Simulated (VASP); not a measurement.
## How uniaxial stress along [001] changes InAs (F-43m)

Strain engineering needs slopes: what does uniaxial stress along [001] do to the lattice and the band edges of InAs?

Calculated with VASP 6.6.1; PBEsol; plane waves and PAW (In_d, As), in the first sound run; inputs show where later runs differ.

## 1. The starting structure

The structure is cubic, space group F-43m (No. 216). Conventional cell: a = 6.058 Å, b = 6.058 Å, c = 6.058 Å, α = 90.00°, β = 90.00°, γ = 90.00°. In has 4 As at 2.62 Å nearest. As has 4 In at 2.62 Å nearest. Farther neighbours are not listed.

## 2. Relax the crystal, PBEsol

The series starts from the cell that this level prefers, so that zero strain is near zero stress.

This step took 2 runs in a row; the last is shown.

Level: PBEsol; plane waves and PAW (In_d, As).

File INCAR:

```
SYSTEM = InAs
PREC = Accurate
ENCUT = 450
EDIFF = 1E-07
NELM = 120
ISMEAR = 0
SIGMA = 0.02
LREAL = .FALSE.
ALGO = Normal
GGA = PS
NBANDS = 15
LASPH = .TRUE.
LORBIT = 11
LWAVE = .FALSE.
LCHARG = .FALSE.
KPAR = 8
IBRION = 2
NSW = 40
ISIF = 3
EDIFFG = -0.005
POTIM = 0.4
```

File POSCAR:

```
InAs
1.0
    0.0000000000      3.0456045427      3.0456045427
    3.0456045427      0.0000000000      3.0456045427
    3.0456045427      3.0456045427      0.0000000000
In As
1 1
Direct
    0.0000000000      0.0000000000      0.0000000000
    0.2500000000      0.2500000000      0.2500000000
```

File KPOINTS:

```
Automatic mesh
0
Gamma
9 9 9
0 0 0
```

Potentials, in the order of the species: In_d and As (PBE family, release 64).

On the command line:

```console
mpirun -np 8 vasp_std
```

The program printed:

```text
[banner, memory and clock lines left out]
running    8 mpi-ranks, on    1 nodes
[...]
|                                                                             |
|           W    W    AA    RRRRR   N    N  II  N    N   GGGG   !!!           |
|           W    W   A  A   R    R  NN   N  II  NN   N  G    G  !!!           |
|           W    W  A    A  R    R  N N  N  II  N N  N  G       !!!           |
|           W WW W  AAAAAA  RRRRR   N  N N  II  N  N N  G  GGG   !            |
|           WW  WW  A    A  R   R   N   NN  II  N   NN  G    G                |
|           W    W  A    A  R    R  N    N  II  N    N   GGGG   !!!           |
|                                                                             |
|     For optimal performance we recommend to set                             |
|       NCORE = 2 up to number-of-cores-per-socket                            |
|     NCORE specifies how many cores store one orbital (NPAR=cpu/NCORE).      |
|     This setting can greatly improve the performance of VASP for DFT.       |
[...]
|     You enforced a specific xc type in the INCAR file but a different       |
|     [... a line on the potential file left out ...]
|     I HOPE YOU KNOW WHAT YOU ARE DOING!                                     |
|                                                                             |

 LDA part: xc-table for (Slater+PW92), standard interpolation
 POSCAR, INCAR and KPOINTS ok, starting setup
[...]
entering main loop
       N       E                     dE             d eps       ncg     rms          rms(c)
DAV:   1     0.105999339075E+03    0.10600E+03   -0.77527E+03  1050   0.116E+03
DAV:   2    -0.172912698439E+01   -0.10773E+03   -0.10374E+03  1127   0.283E+02
DAV:   3    -0.860209019895E+01   -0.68730E+01   -0.68405E+01  1372   0.745E+01
DAV:   4    -0.877300027289E+01   -0.17091E+00   -0.17088E+00  1349   0.133E+01
[...]
DAV:  12    -0.848898196078E+01    0.26641E-08   -0.57608E-06  1183   0.252E-02    0.840E-03
DAV:  13    -0.848898207482E+01   -0.11404E-06   -0.11745E-06  1407   0.598E-03    0.393E-03
DAV:  14    -0.848898201900E+01    0.55823E-07   -0.64296E-08   967   0.256E-03
   1 F= -.84889820E+01 E0= -.84889609E+01  d E =-.848898E+01
[...]
reached required accuracy - stopping structural energy minimisation
```

The job ended after 3.8 s (8 MPI ranks of Intel Xeon 6975P-C (Granite Rapids), shared host; peak memory 1.4 GiB; 25 s of CPU time).

The logs omit lines about the potential files and the build; timing stands in the text.

OUTCAR, selected parts (step 2):

```text
  Total        0.0020639      0.0020639      0.0020639      0.0000000      0.0000000      0.0000000
  in kB        0.0585247      0.0585247      0.0585247      0.0000000      0.0000000      0.0000000
  external PRESSURE =       0.0585247 kB  Pullay stress =       0.0000000 kB

 POSITION                                       TOTAL-FORCE (eV/Angst)
 -----------------------------------------------------------------------------------
      0.00000      0.00000      0.00000         0.000000      0.000000     -0.000000
      1.52280      1.52280      1.52280        -0.000000     -0.000000      0.000000
 -----------------------------------------------------------------------------------
    total drift:                                0.000000      0.000000      0.000000

  FREE ENERGIE OF THE ION-ELECTRON SYSTEM (eV)
  ---------------------------------------------------
  free  energy   TOTEN  =        -8.4889820190 eV

  energy  without entropy=       -8.4889396974  energy(sigma->0) =       -8.48896086

 reached required accuracy - stopping structural energy minimisation

[... 3 further parts left out ...]
[key lines of the parts left out:]
E-fermi :   4.1613
```

This run gave:

| Property | Result |
| --- | --- |
| energy(sigma→0) of the program | -8.4890 eV |
| stress, compression positive | xx, yy, zz 0.01, 0.01, 0.01 GPa |
| volume | 56.500 Å³ |
| ionic steps | 1 |

## 3. Strain across the axis, PBEsol

One member in full: the axis is strained by -0.5 %, and the two directions across it are strained alike until their mean stress is under 0.012 GPa or five steps are spent.

This step took 2 runs, each at a new trial strain with the atoms of the one before; the last is shown.

Level: PBEsol; plane waves and PAW (In_d, As); cell typed or built by script.

INCAR, as its differences from that of step 2:

```diff
@@ -15,7 +15,7 @@
 LCHARG = .FALSE.
-KPAR = 8
-IBRION = 2
-NSW = 40
-ISIF = 3
-EDIFFG = -0.005
-POTIM = 0.4
+KPAR = 2
+IBRION = 1
+NSW = 25
+ISIF = 2
+EDIFFG = -0.004
+POTIM = 0.3
```

File POSCAR:

```
InAs
1.0
    0.0000000000      3.0515177370      3.0303765200
    3.0515177370      0.0000000000      3.0303765200
    3.0515177370      3.0515177370      0.0000000000
In As
1 1
Direct
    0.0000000000      0.0000000000      0.0000000000
    0.2500000000      0.2500000000      0.2500000000
```

KPOINTS is that of step 2.

On the command line:

```console
mpirun -np 2 vasp_std
```

The program printed:

```text
[banner, memory and clock lines left out]
running    2 mpi-ranks, on    1 nodes
[...]
[... a notice as in an earlier step ...]

 LDA part: xc-table for (Slater+PW92), standard interpolation
 POSCAR, INCAR and KPOINTS ok, starting setup
[...]
entering main loop
       N       E                     dE             d eps       ncg     rms          rms(c)
DAV:   1     0.108657411421E+03    0.10866E+03   -0.76797E+03  2257   0.116E+03
DAV:   2    -0.134222770887E+01   -0.11000E+03   -0.10607E+03  2467   0.289E+02
DAV:   3    -0.858496595563E+01   -0.72427E+01   -0.72071E+01  2859   0.761E+01
DAV:   4    -0.877074261428E+01   -0.18578E+00   -0.18572E+00  2760   0.138E+01
[...]
DAV:  12    -0.848879019791E+01    0.17449E-06   -0.58305E-06  2720   0.272E-02    0.815E-03
DAV:  13    -0.848879030060E+01   -0.10269E-06   -0.12394E-06  2978   0.617E-03    0.358E-03
DAV:  14    -0.848879025407E+01    0.46531E-07   -0.59675E-08  2120   0.251E-03
   1 F= -.84887903E+01 E0= -.84887790E+01  d E =-.848879E+01
 BRION: g(F)=  0.372E-47 g(S)=  0.000E+00
 reached required accuracy - stopping structural energy minimisation
```

Elapsed: 13 s, on 2 MPI ranks; peak memory 0.38 GiB.

OUTCAR, selected parts (step 3):

```text
  Total       -0.0008706     -0.0008706      0.0741056      0.0000000     -0.0000000      0.0000000
  in kB       -0.0247162     -0.0247162      2.1037931      0.0000000     -0.0000000      0.0000000
  external PRESSURE =       0.6847869 kB  Pullay stress =       0.0000000 kB

 POSITION                                       TOTAL-FORCE (eV/Angst)
 -----------------------------------------------------------------------------------
      0.00000      0.00000      0.00000        -0.000000     -0.000000      0.000000
      1.52576      1.52576      1.51519         0.000000      0.000000     -0.000000
 -----------------------------------------------------------------------------------
    total drift:                                0.000000      0.000000     -0.000000

  FREE ENERGIE OF THE ION-ELECTRON SYSTEM (eV)
  ---------------------------------------------------
  free  energy   TOTEN  =        -8.4887902541 eV

  energy  without entropy=       -8.4887677056  energy(sigma->0) =       -8.48877898

[... 1 part as in an earlier step ...]

[... 3 further parts left out ...]
[key lines of the parts left out:]
E-fermi :   4.1747
```

Read from the output:

- energy(sigma→0) of the program: -8.4888 eV
- stress, compression positive: xx, yy, zz 0.00, 0.00, 0.21 GPa
- ionic steps: 1

## 4. Band edges, TB-mBJ with spin-orbit coupling

Short lines in KPOINTS_OPT sample the zone centre along and across the axis, for masses, and the other valleys.

Level: TB-mBJ, spin-orbit coupling; plane waves and PAW (In_d, As); cell typed or built by script.

TB-mBJ has no energy functional, so the total energy, stress and pressure in this output mean nothing.

File INCAR:

```
SYSTEM = InAs
PREC = Accurate
ENCUT = 450
EDIFF = 1E-06
NELM = 150
ISMEAR = 0
SIGMA = 0.02
LREAL = .FALSE.
ALGO = Normal
METAGGA = MBJ
LASPH = .TRUE.
LNONCOLLINEAR = .TRUE.
MAGMOM = 0 0 0 0 0 0
NBANDS = 28
GGA_COMPAT = .FALSE.
LSORBIT = .TRUE.
LWAVE = .FALSE.
LCHARG = .FALSE.
KPAR = 2
```

POSCAR is that of step 3.

File KPOINTS:

```
Automatic mesh
0
Gamma
7 7 7
0 0 0
```

File KPOINTS_OPT:

```
Line mode
6
Line-mode
Reciprocal
  0.00000000   0.00000000   0.00000000
  0.02411497   0.02411497  -0.00000000

  0.00000000   0.00000000   0.00000000
 -0.00000000  -0.02428321  -0.02428321

  0.31000000   0.31000000   0.00000000
  0.50000000   0.50000000   0.00000000

  0.00000000   0.31000000   0.31000000
  0.00000000   0.50000000   0.50000000

  0.45000000   0.45000000   0.45000000
  0.50000000   0.50000000   0.50000000

  0.45000000   0.00000000   0.00000000
  0.50000000   0.00000000   0.00000000

  0.42500000   0.42500000   0.00000000
  0.42500000   0.44928321   0.02428321

  0.50000000   0.50000000   0.50000000
  0.48282918   0.51717082   0.50000000
```

On the command line:

```console
mpirun -np 2 vasp_ncl
```

The program printed:

```text
[banner, memory and clock lines left out]
running    2 mpi-ranks, on    1 nodes
[...]
[... a notice as in an earlier step ...]

 LDA part: xc-table for (None), standard interpolation
 POSCAR, INCAR and KPOINTS ok, starting setup
[...]
entering main loop
       N       E                     dE             d eps       ncg     rms          rms(c)
DAV:   1     0.547809188049E+03    0.54781E+03   -0.72651E+03  3252   0.125E+03
DAV:   2     0.409709118519E+03   -0.13810E+03   -0.13267E+03  3284   0.333E+02
DAV:   3     0.395926299125E+03   -0.13783E+02   -0.13577E+02  4112   0.122E+02
DAV:   4     0.395373332890E+03   -0.55297E+00   -0.55159E+00  3920   0.248E+01
[...]
DAV:  24     0.397360596640E+03   -0.25374E-03   -0.91550E-08  1672   0.416E-03    0.115E-03
DAV:  25     0.397360456782E+03   -0.13986E-03   -0.78133E-08  1688   0.239E-03    0.713E-04
DAV:  26     0.397360455959E+03   -0.82337E-06   -0.27224E-08  1672   0.259E-03
   1 F= 0.39736046E+03 E0= 0.39736046E+03  d E =-.382606E-16  mag=     0.0000    -0.0000    -0.0000
 Start KPOINTS_OPT (optional k-point list driver)
k-point batch [1-48\48]
       N       E                     dE             ncg
DAV:   1     0.250249672440E+04   -0.14149E+05     2700
DAV:   2    -0.407516025114E+04   -0.65777E+04     2744
DAV:   3    -0.483097187830E+04   -0.75581E+03     3260
DAV:   4    -0.486381581655E+04   -0.32844E+02     3300
[...]
DAV:   8    -0.486632588741E+04   -0.30940E-04     4124
DAV:   9    -0.486632588888E+04   -0.14775E-05     2444
DAV:  10    -0.486632588912E+04   -0.23783E-06     2056
```

The job ended after 2.5 min (2 MPI ranks; peak memory 0.83 GiB).

From OUTCAR (step 4):

```text
  LATTYP: Found a body centered tetragonal cell.
 ALAT       =     4.3154977695
 C/A-ratio  =     1.4044157508

 Subroutine GETGRP returns: Found  8 space group operations
 (whereof  8 operations were pure point group operations)

The static configuration has the point symmetry D_2d.

 Found     58 irreducible k-points:

   k-points           NKPTS =     58   k-points in BZ     NKDIM =     58   number of bands    NBANDS=     28

   dimension x,y,z NGX =    30 NGY =   30 NGZ =   30
   dimension x,y,z NGXF=    60 NGYF=   60 NGZF=   60

   ENCUT  =  450.0 eV  33.07 Ry    5.75 a.u.   7.44  7.44  7.46*2*pi/ulx,y,z

   NELECT =      18.0000    total number of electrons

 E-fermi :   4.5295

 k-point     1 :       0.0000    0.0000    0.0000
  band No.  band energies     occupation
    ...
     14       4.0982      1.00000
     15       4.4023      1.00000
     16       4.4023      1.00000
     17       4.4247      1.00000
     18       4.4247      1.00000
     19       4.9169      0.00000
     20       4.9169      0.00000
     21       8.3651      0.00000
     22       8.3651      0.00000
     23       8.7826      0.00000
    ...

 k-point     2 :       0.1429    0.0000    0.0000
  band No.  band energies     occupation
    ...
     14       2.5042      1.00000
     15       3.9905      1.00000
     16       3.9912      1.00000
     17       4.1997      1.00000
     18       4.2093      1.00000
     19       6.0478      0.00000
     20       6.0483      0.00000
     21       8.7223      0.00000
     22       8.7480      0.00000
     23       8.9942      0.00000
    ...

  Total      -63.3757849    -63.3757849    -63.2301562      0.0000000      0.0000000      0.0000000
  in kB    -1799.1838676  -1799.1838676  -1795.0495936      0.0000000      0.0000000      0.0000000
  external PRESSURE =   -1797.8057763 kB  Pullay stress =       0.0000000 kB

 POSITION                                       TOTAL-FORCE (eV/Angst)
 -----------------------------------------------------------------------------------
      0.00000      0.00000      0.00000        -0.000000     -0.000000     -0.000000
      1.52576      1.52576      1.51519         0.000000      0.000000      0.000000
 -----------------------------------------------------------------------------------
    total drift:                                0.000000      0.000000     -0.000000

  FREE ENERGIE OF THE ION-ELECTRON SYSTEM (eV)
  ---------------------------------------------------
  free  energy   TOTEN  =       397.3604559587 eV

  energy  without entropy=      397.3604559587  energy(sigma->0) =      397.36045596

 Spin-Orbit-Coupling matrix elements
 Ion:    1  E_soc:     -0.0663459
 Ion:    2  E_soc:     -0.0234772

[... 1 part as in an earlier step ...]

[... 7 further parts left out ...]
```

## 5. The table

The other members went through these steps as far as the tables show, with the same cutoff and, step by step, the same mesh; 26 runs are not shown. The session took 1.1 core hours (wall time by ranks) on a shared machine.

```tsv
strain along the axis (%)	strain across the axis (%)	stress along the axis, tension positive (GPa)	energy above the unstrained row (meV/atom)
-2.000	0.747	-0.872	1.539
-1.500	0.568	-0.648	0.855
-1.000	0.381	-0.429	0.373
-0.500	0.194	-0.210	0.091
0	0.000	-0.006	0.000
0.500	-0.179	0.221	0.090
1.000	-0.356	0.465	0.388
1.500	-0.530	0.714	0.902
2.000	-0.701	0.968	1.632
```

Slopes at zero strain, from cubics through all rows: strain ratio -0.372, stress over strain 44 GPa.

Band edges at TB-mBJ with spin-orbit coupling, counted from the valence-band top at Γ, spin-orbit pairs averaged, with one row partly withheld:

```tsv
strain along the axis (%)	gap (eV)	conduction band at Γ (eV)	Δ or X valley along z (eV)	Δ or X valley along x (eV)	lowest conduction level at L, [111] (eV)	lowest conduction level at L, [-111] (eV)	second valence level below the top (eV)	third valence level below the top (eV)
-2.000	0.470	0.470	1.967	2.096	1.456	1.456	0.094	0.377
-1.500	?	?	2.006	2.102	1.471	1.471	0.070	0.358
-1.000	0.486	0.486	2.042	2.107	1.485	1.485	0.046	0.341
-0.500	0.492	0.492	2.078	2.110	1.496	1.496	0.022	0.327
0	0.498	0.498	2.113	2.113	1.506	1.506	0.000	0.314
0.500	0.479	0.479	2.126	2.094	1.491	1.491	0.021	0.325
1.000	0.460	0.460	2.139	2.075	1.475	1.475	0.040	0.339
1.500	0.440	0.440	2.152	2.057	1.458	1.458	0.058	0.354
2.000	0.419	0.419	2.165	2.038	1.440	1.440	0.073	0.372
```

Conduction masses, in electron masses:

```tsv
strain along the axis (%)	conduction mass at Γ, along the strain axis or the normal of the plane	conduction mass at Γ, across the strain axis or in the plane	L [111] mass, longitudinal	L [111] mass, transverse along [1-10]
-2.000	0.040	0.046	2.058	0.132
-1.500	0.041	0.045	2.065	0.133
-1.000	0.041	0.044	2.104	0.135
-0.500	0.042	0.043	2.091	0.136
0	0.043	0.043	2.115	0.138
0.500	0.043	0.042	2.074	0.139
1.000	0.043	0.041	2.097	0.141
1.500	0.044	0.040	2.077	0.142
2.000	0.044	0.038	2.066	0.143
```

## 6. Working out the slope

The quantity to fit is the conduction level at Γ above the mean of the three top valence levels at TB-mBJ with spin-orbit coupling: 0.627, 0.615, 0.609, 0.603, 0.595, 0.586, 0.577, 0.568 eV in the rows shown.

Fitting a parabola to the 8 known rows (e: strain in %) gives E = − 0.001248 e² − 0.01463 e + 0.6021 in eV; the residuals are 4.8e-4 eV r.m.s.

At e = -1.5 this predicts 0.6212 eV.

## 7. The withheld row

The calculation gives 0.6205 eV, so the prediction is 0.0007 eV too high, within twice the residual of the fit.

## 8. Outcome

```
Poisson ratio                                                                                                                     : 0.372
Young's modulus along the axis                                                                                                    : 44 GPa
gap of the unstrained cell, TB-mBJ with spin-orbit coupling                                                                       : 0.50 eV
slope at zero strain of the conduction level at Γ above the mean of the three top valence levels, TB-mBJ with spin-orbit coupling : -15 meV per %
error of the predicted row                                                                                                        : 0.7 meV
```

As a check, the curvature of the energy gives 43 GPa for the same modulus (energy per volume = E/2 × strain²), 1 % from the slope of the stress. At TB-mBJ with spin-orbit coupling the lowest conduction valley is Γ throughout, and the gap runs between 0.42 and 0.50 eV. The gap at PBEsol is under 0.05 eV in some or all rows and is left out; the elastic columns come from such cells and can be uneven. Hole masses are left out throughout, since the top bands are degenerate or cross in many series; of conduction masses, those of the Γ, L and (for Si and Ge under (001) strain) Δ valleys are kept where they change by under an eighth between rows. TB-mBJ is a potential fitted for gaps; it has no energy functional, so its total energies and forces mean nothing, and its bands tend to come out too narrow. Δ or X levels are the lowest on their line, refined by a parabola unless they lie at X; the gap is read from all points sampled and can differ from the lowest valley by some meV, or by tens of meV where strain moves the valence top off Γ. Temperature, zero-point motion and excitons are left out.

[Lines on the potential files, build, host, timing and source positions are cut from VASP's logs without a mark.]

[Logs are printed without paths, hosts, clocks, repeated set-up lines and the standing remarks that a program may print on its own settings, such as how far it seeks lower states.]

[Hosts, paths, dates, database ids (printed as entryN), source tags and the programs' standing remarks are cut or masked in the printed files.]

[In band tables of VASP the shares of atoms and orbitals are scaled to a sum of 1 inside the atoms' spheres.]
